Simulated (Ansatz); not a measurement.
Stiffness of compounds in space group Fd-3m

Level of theory: Ansatz 0.2.0, DFT, PBE, all-electron LAPW, scalar-relativistic.

All compounds have space group Fd-3m with 2 atoms in the primitive cell. V0, B0 and B0′ come from third-order Birch–Murnaghan fits to pressures at five volumes, with shape and internal coordinates held; prototypes and MP cells needn't be known phases. No run is spin-polarised.

Br: Br 8b (0.000 0.000 0.500); diamond type, relaxed by us; 14×14×14 mesh, smearing 0.05 eV; no spin
Be: Be 8b (0.000 0.000 0.500); diamond type, relaxed by us; 13×13×13 mesh, smearing 0.08 eV; no spin
Zr: Zr 8b (0.000 0.000 0.500); diamond type, relaxed by us; 10×10×10 mesh, smearing 0.05 eV; no spin
Na: Na 8b (0.000 0.000 0.500); diamond type, relaxed by us; 10×10×10 mesh, smearing 0.03 eV; no spin
Rh: Rh 8b (0.000 0.000 0.500); diamond type, relaxed by us; 11×11×11 mesh, smearing 0.08 eV; no spin
Nb: Nb 8b (0.000 0.000 0.500); diamond type, relaxed by us; 11×11×11 mesh, smearing 0.08 eV; no spin

```
compound  V0 (Å³/atom)  B0 (GPa)  B0′
      Br         42.98         ?  5.2
      Be         14.68        44  3.4
      Zr         30.93         ?  3.0
      Na         54.48         3  3.5
      Rh         20.96         ?  5.2
      Nb         25.83        66  4.0
```

Task: Give the missing entry: row "Rh", column "B0 (GPa)".

Result: 128.

Task: Give the missing entry: row "Br", column "B0 (GPa)".

Result: 15.

Task: Give the missing entry: row "Zr", column "B0 (GPa)".

Result: 38.
